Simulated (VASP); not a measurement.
# NaCl (Fm-3m) in VASP: a series of runs, part 2 of 2

VASP 6.6.1. Earlier steps stand in the parts before.

## 4. Relaxation of the atoms, PBEsol (a relaxed cell with its volume scaled by 0.94)

INCAR reads:

```
PREC     = Accurate       # precision mode
ENCUT    = 600            # plane-wave cutoff, eV
EDIFF    = 1E-7           # SCF threshold, eV
ISMEAR   = 0              # smearing method
SIGMA    = 0.03           # smearing width, eV
LREAL    = False          # projectors in reciprocal space
LASPH    = True           # aspherical terms in the spheres
NELM     = 80             # most SCF steps
ALGO     = Normal         # electronic algorithm
ISIF     = 2              # what is computed and relaxed
LWAVE    = False          # write WAVECAR
LCHARG   = False          # write CHGCAR
GGA      = PS             # functional
IBRION   = 2              # ionic algorithm
NSW      = 40             # ionic steps
EDIFFG   = -0.01          # ionic threshold
```

KPOINTS reads:

```
Automatic mesh
0
Gamma
  8 8 8
```

POSCAR reads:

```
NaCl                                    
1.0
   -0.0000000000      2.7466256869      2.7466256869
    2.7466256869     -0.0000000000      2.7466256869
    2.7466256869      2.7466256869     -0.0000000000
  Na              Cl            
     1     1
Direct
     0.0000000000000000    0.0000000000000000    0.0000000000000000
     0.5000000000000000    0.5000000000000000    0.5000000000000000
```

Potentials or basis: VASP PAW PBE potentials, release 64 (Na_pv, Cl).

Command:

```
> cat potpaw_PBE.64/Na_pv/POTCAR potpaw_PBE.64/Cl/POTCAR > POTCAR
> mpirun -np 1 vasp_std > vasp.out
```

OUTCAR:

```text
PREC = Accurate
   ENCUT = 600
   EDIFF = 1E-7
   ISMEAR = 0
   LREAL = False
   LASPH = True
   NELM = 80
   ISIF = 2
   GGA = PS
   IBRION = 2
   NSW = 40
   EDIFFG = -0.01

 ion  position               nearest neighbor table
   1  0.000  0.000  0.000-
   2  0.500  0.500  0.500-

  LATTYP: Found a face centered cubic cell.
 ALAT       =     5.4932513738

  Lattice vectors:

 A1 = (   0.0000000000,   2.7466256869,   2.7466256869)
 A2 = (   2.7466256869,   0.0000000000,   2.7466256869)
 A3 = (   2.7466256869,   2.7466256869,   0.0000000000)

Analysis of symmetry for initial positions (statically):
=====================================================================
 Subroutine PRICEL returns:
 Original cell was already a primitive cell.

 Routine SETGRP: Setting up the symmetry group for a
 face centered cubic supercell.

 Subroutine GETGRP returns: Found 48 space group operations
 (whereof 48 operations were pure point group operations)
 out of a pool of 48 trial point group operations.

[... 173 lines left out ...]
      1     -20.8193      2.00000
      2     -20.8193      2.00000
      3     -20.8193      2.00000
      4     -13.1435      2.00000
      5      -0.3036      2.00000
      6      -0.3036      2.00000
      7      -0.3036      2.00000
      8       4.9346      0.00000
      9      10.7610      0.00000
     10      10.7610      0.00000
     11      10.7610      0.00000
[... 309 lines left out ...]
 k-point    24 :      -0.3750    0.2500    0.1250
  band No.  band energies     occupation
      1     -20.8549      2.00000
      2     -20.8311      2.00000
      3     -20.8255      2.00000
      4     -12.6673      2.00000
      5      -2.2211      2.00000
      6      -1.2034      2.00000
      7      -0.7913      2.00000
      8       8.0359      0.00000
      9       9.4482      0.00000
     10      10.1439      0.00000
     11      11.6042      0.00000

 [... further k-points ...]

------------------------ aborting loop because EDIFF is reached ----------------------------------------

  FORCE on cell =-STRESS in cart. coord.  units (eV):
  Direction    XX          YY          ZZ          XY          YZ          ZX
  --------------------------------------------------------------------------------------
  -------------------------------------------------------------------------------------
  Total        0.4687248      0.4687248      0.4687248      0.0000000      0.0000000      0.0000000
  in kB       18.1217490     18.1217490     18.1217490      0.0000000      0.0000000      0.0000000
  external PRESSURE =      18.1217490 kB  Pullay stress =       0.0000000 kB

 VOLUME and BASIS-vectors are now :
 -----------------------------------------------------------------------------
  energy-cutoff  :      600.00
  volume of cell :       41.44
      direct lattice vectors                 reciprocal lattice vectors
     0.000000000  2.746625687  2.746625687    -0.182041551  0.182041551  0.182041551
     2.746625687  0.000000000  2.746625687     0.182041551 -0.182041551  0.182041551
     2.746625687  2.746625687  0.000000000     0.182041551  0.182041551 -0.182041551

 POSITION                                       TOTAL-FORCE (eV/Angst)
 -----------------------------------------------------------------------------------
      0.00000      0.00000      0.00000        -0.000000     -0.000000      0.000000
      2.74663      2.74663      2.74663         0.000000      0.000000     -0.000000
 -----------------------------------------------------------------------------------
    total drift:                                0.000000     -0.000000     -0.000000

  FREE ENERGIE OF THE ION-ELECTRON SYSTEM (eV)
  ---------------------------------------------------
  free  energy   TOTEN  =        -6.9844947622 eV

  energy  without entropy=       -6.9844947622  energy(sigma->0) =       -6.98449476

 reached required accuracy - stopping structural energy minimisation
```

OSZICAR:

```text
N       E                     dE             d eps       ncg     rms          rms(c)
DAV:   1     0.103874284139E+03    0.10387E+03   -0.80620E+03   638   0.145E+03
DAV:   2     0.147474679423E+01   -0.10240E+03   -0.95372E+02   724   0.312E+02
DAV:   3    -0.694649210685E+01   -0.84212E+01   -0.83683E+01   778   0.876E+01
DAV:   4    -0.713542371250E+01   -0.18893E+00   -0.18874E+00   715   0.138E+01
DAV:   5    -0.713937778253E+01   -0.39541E-02   -0.39535E-02   832   0.196E+00    0.195E+00
DAV:   6    -0.699247676209E+01    0.14690E+00   -0.28341E-01   780   0.455E+00    0.142E+00
DAV:   7    -0.698153633160E+01    0.10940E-01   -0.68019E-02   847   0.212E+00    0.926E-01
DAV:   8    -0.698450198154E+01   -0.29656E-02   -0.65034E-03   692   0.956E-01    0.223E-01
DAV:   9    -0.698444296158E+01    0.59020E-04   -0.16760E-04   776   0.131E-01    0.120E-01
DAV:  10    -0.698450056662E+01   -0.57605E-04   -0.17251E-04   689   0.113E-01    0.346E-02
DAV:  11    -0.698449498246E+01    0.55842E-05   -0.13936E-05   737   0.355E-02    0.961E-03
DAV:  12    -0.698449462252E+01    0.35995E-06   -0.17507E-06   704   0.111E-02    0.317E-03
DAV:  13    -0.698449476429E+01   -0.14177E-06   -0.91128E-08   688   0.240E-03    0.439E-04
DAV:  14    -0.698449476221E+01    0.20775E-08   -0.14148E-09   361   0.397E-04
   1 F= -.69844948E+01 E0= -.69844948E+01  d E =-.698449E+01
```

CONTCAR:

```text
NaCl
   1.00000000000000
     0.0000000000000000    2.7466256868999999    2.7466256868999999
     2.7466256868999999    0.0000000000000000    2.7466256868999999
     2.7466256868999999    2.7466256868999999    0.0000000000000000
  Na              Cl
     1     1
Direct
     0.0000000000000000    0.0000000000000000    0.0000000000000000
     0.5000000000000000    0.5000000000000000    0.5000000000000000

  0.00000000E+00  0.00000000E+00  0.00000000E+00
  0.00000000E+00  0.00000000E+00  0.00000000E+00
```

Wall time 5.8 s (1 thread of Intel Xeon 6975P-C (Granite Rapids), shared host); peak memory 0.17 GiB.

Results:

| Property | Result |
| --- | --- |
| Free energy | -6.9845 eV |
| Pressure after relaxing | 1.8 GPa |
| Band gap on the k mesh | 5.24 eV, direct |

Final structure:
```
Na Cl
1.0
     0.00000    2.74663    2.74663
     2.74663    0.00000    2.74663
     2.74663    2.74663    0.00000
Na Cl
1 1
Direct
  0.00000 0.00000 0.00000
  0.50000 0.50000 0.50000
```

Levels at points of the mesh, in eV from the valence-band top:
```csv
k point,band 5,band 6,band 7,band 8,band 9,band 10
"(0.00, 0.00, 0.00)",0.00,0.00,0.00,5.24,11.06,11.06
"(0.50, 0.00, 0.00)",-2.23,-0.32,-0.32,7.20,11.04,11.04
"(0.50, 0.50, 0.00)",-1.93,-0.69,-0.69,7.65,7.81,11.70
```

Caveat: the relaxation stopped at its first step, so nothing moved; the PAW data sets were made with another functional, which shifts forces and pressure a little.
